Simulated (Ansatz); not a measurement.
# HfO2 (point on the way): single point, part 2 of 2

Aim: for HfO2 (point on the way), 5 runs in a chain (single point).

Ansatz 0.2.0; DFT PBEsol, scalar-relativistic, plane waves, PAW. The steps go on from the part before.

## (5) Single point

input.yaml reads:

```yaml
crystal:
  lattice:
    - [5.227804, 0.0, 0.0]
    - [0.0, 5.017257, 0.0]
    - [0.0, 0.0, 5.041433]
  atoms:
    - { symbol: Hf, position: [0.9668904955, 0.7289674418, 0.7328132696] }
    - { symbol: Hf, position: [0.0314493428, 0.2730814866, 0.2650343662] }
    - { symbol: Hf, position: [0.4685506572, 0.2730468063, 0.7648275798] }
    - { symbol: Hf, position: [0.5332208323, 0.7290465687, 0.2328215013] }
    - { symbol: O, position: [0.6196563605, 0.904853389, 0.8227581325] }
    - { symbol: O, position: [0.3821015478, 0.0954991941, 0.2510018481] }
    - { symbol: O, position: [0.1178339892, 0.0954661083, 0.7508022025] }
    - { symbol: O, position: [0.8803656373, 0.9048840831, 0.3225731652] }
    - { symbol: O, position: [0.7592182109, 0.4493537006, 0.0065048965] }
    - { symbol: O, position: [0.2550055434, 0.5482266505, 0.4941134792] }
    - { symbol: O, position: [0.2449732239, 0.5480964997, -0.0058661892] }
    - { symbol: O, position: [0.7407345417, 0.4494778721, 0.5066160752] }
scf:
  occupations: { method: fixed }
output:
  eigenvalues: true
  polarization: { axes: [b3] }
  write_density: true
  write_potential: true
  elf: true
  volumetric_format: npy
hamiltonian:
  xc: pbesol
basis:
  ecutwfc: 520
kpoints:
  mp_grid: { grid: [4, 4, 4] }
```

The run is started by

```console
$ ansatz run input.yaml --threads 4 --pin off --max-ram 8192MiB --backend cpu --events-out ev --progress --plain --runs-dir out
```

Standard output:

```text
Warning: RAYON_NUM_THREADS=4 ignored (pool sized by the plan → 4); use --threads N
Engine: ansatz 0.2.0, x86_64-unknown-linux-gnu
Pseudopotentials: kind: paw
Pseudopotential: Hf, paw, valence charge 26, recommended cutoff 420 eV (normal), Hf.paw.azcp
Pseudopotential: O, paw, valence charge 6, recommended cutoff 420 eV (normal), O.paw.azcp
Functional definition: PBEsol
  exchange = pbesol_x
  correlation = pbesol_c
Crystal: 12 atoms, lattice volume = 132.233 Å³
Basis set: ecut = 520 eV, 3559 PW (Γ)
Bands: 92, of which v1, the nominal top of the filled ones, is band 76 counted from 1 (75 counted from 0)
Symmetry: 1 space group operations
Space group: P1 (ITA 1), of the structure as read, at distance tolerance 5.1e-5 Å
k-points: 36 of 64 (time reversal used)
Non-local potential: Hf, projectors of the file, l = 0: 3, l = 1: 2, l = 2: 2, l = 3: 3
Non-local potential: O, projectors of the file, l = 0: 2, l = 1: 2, l = 2: 1
PAW form: soft (Blöchl's): semilocal exchange-correlation on the pseudo side does not see the compensation charge
PAW frozen core: Hf, regenerated for the run's functional, and the local potential with it (the file was generated under x = pbe(κ = 0.804, μ = 0.2195149727645171), c = pbe(β = 0.06672455060314922))
PAW frozen core: O, regenerated for the run's functional, and the local potential with it (the file was generated under x = pbe(κ = 0.804, μ = 0.2195149727645171), c = pbe(β = 0.06672455060314922))
PAW one-centre angular grid: Hf, 590 points (default); XC on 64 Gauss nodes
PAW one-centre angular grid: O, 110 points (default); XC on 64 Gauss nodes
Initial density: superposition of atomic densities (neutral atoms: chi_scale 0, normalization atom), corrected by the library's trained network
Initial wavefunctions: pseudopotential atomic-orbital guess
Functional: x = pbesol(κ = 0.804, μ = 0.12345679012345678), c = pbesol(β = 0.046)
SCF iter   1: F=—  HF=-66900.421286 eV  |F-HF|=—  |Δ(HF+E_count)|=         —  Δρ=1.86e-2  dr2=3.76e-1  ethr=1.77e-3  ⟨swp⟩=4.8  Hψ=9320  notcnv=0  defer=412
preconditioner: auto → Resta (q_TF=auto, 2.792 Å⁻¹)  ε∞=5.6  [insulator: Δε(μ)=4.000 eV  Ē_g=18.001 eV  n_scr=52 (ndim 8)  ℏωp=38.7 eV  f_vac=0.015  ε∞_Penn≈5.6]
SCF iter   2: F=—  HF=-66900.325990 eV  |F-HF|=—  |Δ(HF+E_count)|=   9.53e-2  Δρ=3.11e-3  dr2=4.97e-3  ethr=2.47e-4  ⟨swp⟩=2.0  Hψ=5879  notcnv=0  defer=499
SCF iter   3: F=—  HF=-66900.326469 eV  |F-HF|=—  |Δ(HF+E_count)|=   4.79e-4  Δρ=1.64e-3  dr2=1.89e-3  ethr=3.27e-6  ⟨swp⟩=2.0  Hψ=4981  notcnv=0  defer=504
SCF iter   4: F=—  HF=-66900.327203 eV  |F-HF|=—  |Δ(HF+E_count)|=   7.34e-4  Δρ=7.89e-4  dr2=5.99e-4  ethr=1.25e-6  ⟨swp⟩=2.0  Hψ=5777  notcnv=0  defer=504
SCF iter   5: F=—  HF=-66900.326815 eV  |F-HF|=—  |Δ(HF+E_count)|=   3.88e-4  Δρ=1.98e-4  dr2=5.31e-5  ethr=3.94e-7  ⟨swp⟩=2.0  Hψ=5675  notcnv=0  defer=343
SCF iter   6: F=—  HF=-66900.326816 eV  |F-HF|=—  |Δ(HF+E_count)|=   1.22e-6  Δρ=8.45e-5  dr2=8.14e-6  ethr=3.49e-8  ⟨swp⟩=2.0  Hψ=5705  notcnv=0  defer=343
SCF iter   7: F=—  HF=-66900.326814 eV  |F-HF|=—  |Δ(HF+E_count)|=   1.76e-6  Δρ=2.40e-5  dr2=7.52e-7  ethr=5.35e-9  ⟨swp⟩=2.0  Hψ=5130  notcnv=0  defer=343
SCF iter   8: F=-66900.326814 eV  HF=-66900.326814 eV  |F-HF|=1.39e-8  |Δ(HF+E_count)|=   9.06e-8  Δρ=5.84e-6  dr2=5.16e-8  ethr=6.58e-11  ⟨swp⟩=9.6  Hψ=12559  notcnv=0
SCF 1 converged in 8 iterations: F = -66900.326814 eV  dr2 = 5.16e-8
NSCF: frozen V_eff on 37 k-points
SCF converged after 8 iterations
Free energy (F): -66900.326814 eV
Harris-Foulkes:  -66900.326814 eV  (|F-HF|=1.39e-8)
Internal energy: -66900.326814 eV  (E = F + TS)
E sigma→0 (E₀):  -66900.326814 eV
Fermi energy:    14.829894 eV
--- Per-component energies (eV) ---
  E_band       = 133.990671
  E_kinetic    = 3082.424758
  E_local      = -23393.030168  (includes V_loc(G=0)·N_el)
  E_nonlocal   = -4559.842575
  E_hartree    = 10708.534933
  E_xc         = -1772.957455
  E_vxc        = -1811.348860  (∫ρ·V_xc dr)
  E_paw        = -28447.520843  (= ΣΔE_a)
  E_vpaw       = 5398.720247  (= ΣTr[D̂ρ^β])
  E_aug_tail   = 0.006127  (compensation charges beyond the density's cutoff)
  E_ewald      = -22523.228262
  E_core_change = 5.286670  (= ΣΔE_core)
  E_smearing   = -0.000000  (= −TS)
  E_closure    = 0.000000  (closes the sum)
  Σ components = -66900.326814   (vs F -66900.326814, Δ=0.00e0)
--- Band table (eV; the first three rows and the last of 36) ---
  k-point 0: bands = ["-45.4389", "-45.4274", "-45.3098", "-45.2995", "-14.4873", "-14.4792", "-14.4698", "-14.2094", "-14.1816", "-14.1772", "-14.1408", "-14.0729", "-14.0715", "-14.0115", "-13.9630", "-13.9525", "-3.2331", "-1.9535", "-1.6003", "-1.5329", "-1.0277", "-0.9049", "-0.7955", "-0.6773", "4.6394", "4.6478", "4.6524", "4.6621", "4.6678", "4.6692", "4.6718", "4.6822", "4.6920", "4.7115", "4.7168", "4.7241", "4.7282", "4.7287", "4.7863", "4.7994", "4.8005", "4.8058", "4.8066", "4.8102", "4.8132", "4.8214", "4.8320", "4.8497", "4.8566", "4.8647", "4.8688", "4.8765", "9.4892", "9.5340", "10.0413", "10.4299", "10.4909", "11.0549", "11.2362", "11.7284", "11.9205", "12.0050", "12.3030", "12.4580", "12.6645", "12.8908", "13.0834", "13.2226", "13.3692", "13.8379", "13.8748", "14.2228", "14.5124", "14.5408", "14.7462", "14.7931", "19.0239", "20.1479", "20.4998", "20.5302", "20.6375", "20.9566", "21.2888", "21.4020", "21.5391", "21.7690", "22.0447", "22.4461", "22.4924", "22.6608", "23.0446", "23.1767"]
  k-point 1: bands = ["-45.4371", "-45.4290", "-45.3085", "-45.3012", "-14.4536", "-14.4404", "-14.4378", "-14.2516", "-14.2193", "-14.1877", "-14.1233", "-14.0830", "-14.0628", "-14.0239", "-13.9874", "-13.9656", "-2.9946", "-1.8949", "-1.8005", "-1.6441", "-1.0155", "-0.8299", "-0.8289", "-0.6961", "4.6409", "4.6462", "4.6509", "4.6589", "4.6676", "4.6690", "4.6761", "4.6813", "4.6903", "4.7031", "4.7177", "4.7260", "4.7318", "4.7320", "4.7866", "4.7974", "4.7988", "4.8028", "4.8069", "4.8096", "4.8174", "4.8204", "4.8296", "4.8459", "4.8598", "4.8660", "4.8689", "4.8736", "9.5282", "9.7566", "10.4001", "10.4907", "10.7479", "11.1823", "11.3625", "11.4489", "11.7341", "11.7637", "12.2037", "12.3532", "12.5541", "13.0115", "13.1116", "13.1944", "13.4670", "13.6954", "13.7592", "13.9836", "14.0022", "14.5062", "14.5739", "14.7125", "19.7230", "20.1798", "20.3092", "20.5725", "20.8454", "20.8905", "21.0929", "21.3275", "21.6136", "21.9575", "22.0824", "22.4628", "22.5257", "22.6413", "23.0520", "23.1680"]
  k-point 2: bands = ["-45.4331", "-45.4328", "-45.3050", "-45.3049", "-14.3999", "-14.3990", "-14.3529", "-14.3525", "-14.2278", "-14.2275", "-14.1194", "-14.1193", "-14.0349", "-14.0348", "-13.9942", "-13.9941", "-2.4111", "-2.4081", "-1.7654", "-1.7618", "-0.9224", "-0.9213", "-0.7472", "-0.7464", "4.6440", "4.6441", "4.6517", "4.6519", "4.6683", "4.6686", "4.6811", "4.6813", "4.6918", "4.6919", "4.7222", "4.7225", "4.7351", "4.7352", "4.7907", "4.7908", "4.7986", "4.7986", "4.8080", "4.8081", "4.8231", "4.8232", "4.8319", "4.8320", "4.8642", "4.8643", "4.8711", "4.8712", "9.8015", "9.8041", "10.6266", "10.6291", "11.1319", "11.1335", "11.5230", "11.5246", "11.8125", "11.8143", "12.2611", "12.2621", "12.4011", "12.4032", "12.5450", "12.5476", "13.4168", "13.4195", "13.9277", "13.9305", "14.3684", "14.3689", "14.5936", "14.5943", "20.0880", "20.0917", "20.3494", "20.3515", "20.8848", "20.8862", "21.4090", "21.4112", "21.8668", "21.8679", "22.0574", "22.0597", "22.6554", "22.6570", "23.1733", "23.1744"]
  k-point 35: bands = ["-45.4328", "-45.4325", "-45.3052", "-45.3051", "-14.5042", "-14.5036", "-14.4537", "-14.4535", "-14.1205", "-14.1201", "-14.0599", "-14.0598", "-14.0161", "-14.0161", "-13.9750", "-13.9749", "-2.1396", "-2.1362", "-1.9698", "-1.9667", "-0.9258", "-0.9248", "-0.7745", "-0.7743", "4.6486", "4.6488", "4.6527", "4.6530", "4.6608", "4.6609", "4.6875", "4.6878", "4.6926", "4.6928", "4.7212", "4.7215", "4.7275", "4.7277", "4.7937", "4.7937", "4.7978", "4.7978", "4.8088", "4.8088", "4.8258", "4.8258", "4.8309", "4.8310", "4.8520", "4.8521", "4.8622", "4.8622", "10.3287", "10.3307", "10.4767", "10.4796", "10.9691", "10.9713", "11.2893", "11.2917", "11.8349", "11.8384", "11.9069", "11.9081", "12.9387", "12.9402", "13.0372", "13.0385", "13.4437", "13.4453", "13.4591", "13.4608", "14.0550", "14.0566", "14.2779", "14.2806", "20.1078", "20.1084", "20.2804", "20.2815", "20.6240", "20.6250", "21.1236", "21.1262", "21.3770", "21.3777", "22.1486", "22.1514", "22.5874", "22.5877", "23.2191", "23.2199"]
--- Formal polarisation (Berry phase): one branch of a lattice of values; only differences between neighbouring runs are physical ---
  axis  mesh            electronic          ionic      p = total  spread (rad)  least overlap  resolved gap  δp at fixed H ≤   (phases in cycles; p mod 2; gap in eV; gap and δp judge the states as solved, not the mesh's step, its correction or the SCF's stop)
  b3    4×4×4           0.90153754    70.77393630    71.67547384      0.081615         0.9222        4.2308           1.4e-5
  quantum along a1:   0.07906962 e/Å² =   126.683497 µC/cm²
  quantum along a2:   0.07588513 e/Å² =   121.581387 µC/cm²
  quantum along a3:   0.07625079 e/Å² =   122.167235 µC/cm²
```

Wall time 34 s (4 threads of AMD EPYC 7R43 (Zen 3), shared host); peak memory 1.1 GiB.

Density in a lattice plane of the grid's cell (edges 5.23 and 5.02 Å, at 0.251 of the third edge), which holds Hf and O.

Values in e/Å³, 12 rows by 12 columns:
```
 1.05  0.20  0.10  0.21  0.53  0.84  1.08  0.78  0.37  1.00  3.66  4.02
 0.69  0.14  0.06  0.09  0.27  2.41  8.98  7.69  1.52  0.86  2.35  2.47
 0.23  0.08  0.06  0.09  0.40  6.54 25.86 22.17  3.76  0.50  0.58  0.54
 0.08  0.07  0.10  0.15  0.38  4.68 18.24 15.66  2.68  0.27  0.16  0.13
 0.07  0.09  0.16  0.22  0.26  0.93  3.13  2.77  0.63  0.19  0.12  0.08
 0.22  0.24  0.23  0.23  0.18  0.15  0.20  0.23  0.22  0.23  0.19  0.16
 3.52  2.95  0.70  0.20  0.12  0.08  0.07  0.09  0.16  0.23  0.28  1.03
19.84 16.15  2.97  0.29  0.18  0.15  0.09  0.07  0.10  0.16  0.48  5.11
27.12 22.04  4.06  0.57  0.79  0.78  0.32  0.10  0.06  0.09  0.53  6.88
 9.09  7.38  1.61  1.11  3.83  4.20  1.13  0.19  0.06  0.08  0.29  2.43
 1.01  0.73  0.42  1.38  5.98  6.51  1.82  0.26  0.09  0.18  0.42  0.70
 0.69  0.21  0.19  0.66  2.48  2.92  0.99  0.25  0.17  0.50  1.56  1.80
```
Columns run along the first of these edges and rows up along the second, over one cell in 12 and 12 even steps from the bottom left corner. Atoms in the plane (fractional): Hf at (0.03, 0.27), Hf at (0.53, 0.73), O at (0.38, 0.10).

ELF in the same plane.

Ten even steps from '0' (0.02) to '9' (0.85):
```
973013688875311014899899
973001344333343213898889
973000011146888622699999
852000000379999952489999
520000001599999973247887
100000001599999973013443
000000000379999961000000
000000100147888630000000
000001110012443200000000
000000110000000000110000
454210000000000001110013
898630000000000000100147
999852000110000000001479
999972124454200000001599
999962258888630000001599
999852589999862000001479
888533798789984100000247
343225996358984100233323
210026997679974102578764
741025899999851014799999
```
Columns run along the first of these edges and rows up along the second, over one cell in 24 and 20 even steps from the bottom left corner. Atoms in the plane (fractional): Hf at (0.03, 0.27), Hf at (0.53, 0.73), O at (0.38, 0.10).

Both are smooth fields of the valence electrons: close to the nuclei they are not physical.

Outside the cores ELF peaks at 0.84 in the shell around O, 0.7 Å from O.

## (6) Single point

input.yaml reads:

```yaml
crystal:
  lattice:
    - [5.227804, 0.0, 0.0]
    - [0.0, 5.017257, 0.0]
    - [0.0, 0.0, 5.041433]
  atoms:
    - { symbol: Hf, position: [0.9675821817, 0.7281219599, 0.7273876297] }
    - { symbol: Hf, position: [0.0323862563, 0.2719256757, 0.2723152326] }
    - { symbol: Hf, position: [0.467650853, 0.2718593048, 0.7723216792] }
    - { symbol: Hf, position: [0.5324696565, 0.728185939, 0.2273167173] }
    - { symbol: O, position: [0.6208629857, 0.9028223988, 0.7996946503] }
    - { symbol: O, position: [0.3790991399, 0.0971413264, 0.2010051507] }
    - { symbol: O, position: [0.1209213276, 0.0970727631, 0.7009778767] }
    - { symbol: O, position: [0.879077716, 0.9029083023, 0.2996425818] }
    - { symbol: O, position: [0.75994605, 0.4495681605, 0.0087245035] }
    - { symbol: O, position: [0.259880248, 0.550414898, 0.4909598124] }
    - { symbol: O, position: [0.2401077011, 0.5503674617, -0.009053775] }
    - { symbol: O, position: [0.740015693, 0.4496124077, 0.5087077424] }
scf:
  occupations: { method: fixed }
output:
  eigenvalues: true
  polarization: { axes: [b3] }
hamiltonian:
  xc: pbesol
basis:
  ecutwfc: 520
kpoints:
  mp_grid: { grid: [4, 4, 4] }
```

The run is started by

```console
$ ansatz run input.yaml --threads 4 --pin off --max-ram 8192MiB --backend cpu --events-out ev --progress --plain --runs-dir out
```

Standard output (excerpt; [...] marks lines left out):

```text
Warning: RAYON_NUM_THREADS=4 ignored (pool sized by the plan → 4); use --threads N
[...]
[... 4 set-up lines as earlier in the session ...]
[...]
Crystal: 12 atoms, lattice volume = 132.233 Å³
Basis set: ecut = 520 eV, 3559 PW (Γ)
Bands: 92, of which v1, the nominal top of the filled ones, is band 76 counted from 1 (75 counted from 0)
[... 2 set-up lines as earlier in the session ...]
k-points: 36 of 64 (time reversal used)
[...]
SCF iter   1: F=—  HF=-66900.384818 eV  |F-HF|=—  |Δ(HF+E_count)|=         —  Δρ=1.86e-2  dr2=3.75e-1  ethr=1.77e-3  ⟨swp⟩=4.6  Hψ=9368  notcnv=0  defer=386
[...]
SCF iter   8: F=-66900.290539 eV  HF=-66900.290539 eV  |F-HF|=2.15e-9  |Δ(HF+E_count)|=   5.69e-8  Δρ=4.88e-6  dr2=3.09e-8  ethr=6.58e-11  ⟨swp⟩=9.4  Hψ=12353  notcnv=0
[...]
NSCF: frozen V_eff on 37 k-points
SCF converged after 8 iterations
Free energy (F): -66900.290539 eV
[...]
E sigma→0 (E₀):  -66900.290539 eV
Fermi energy:    14.792736 eV
[...]
--- Band table (eV; the first three rows and the last of 36) ---
[...]
--- Formal polarisation (Berry phase): one branch of a lattice of values; only differences between neighbouring runs are physical ---
  axis  mesh            electronic          ionic      p = total  spread (rad)  least overlap  resolved gap  δp at fixed H ≤   (phases in cycles; p mod 2; gap in eV; gap and δp judge the states as solved, not the mesh's step, its correction or the SCF's stop)
  b3    4×4×4           0.00905795    69.98682399    69.99588194      0.001038         0.9228        3.9573           1.4e-5
  quantum along a1:   0.07906962 e/Å² =   126.683497 µC/cm²
  quantum along a2:   0.07588513 e/Å² =   121.581387 µC/cm²
  quantum along a3:   0.07625079 e/Å² =   122.167235 µC/cm²
```

Run time: 35 s. Hardware: 4 threads of AMD EPYC 7R43 (Zen 3), shared host; peak memory 0.92 GiB.

## (7) The runs side by side

What follows sums up all 2 parts.

```
step  volume (Å³/atom)  pressure (GPa)  energy above the lowest (meV/atom)  gap on the mesh (eV)  time
   2             11.02             n/a                                 0.0                  4.38  32 s
   3             11.02             n/a                                 8.9                  4.38  38 s
   4             11.02             n/a                                34.1                  4.35  41 s
   5             11.02             n/a                                53.2                  4.19  34 s
   6             11.02             n/a                                56.2                  3.96  35 s
```

In words: Spin-orbit coupling is left out, which matters for the bands of Hf.

These are semilocal Kohn-Sham gaps, which aren't the measured quantity. Such gaps usually fall short of the measured ones.
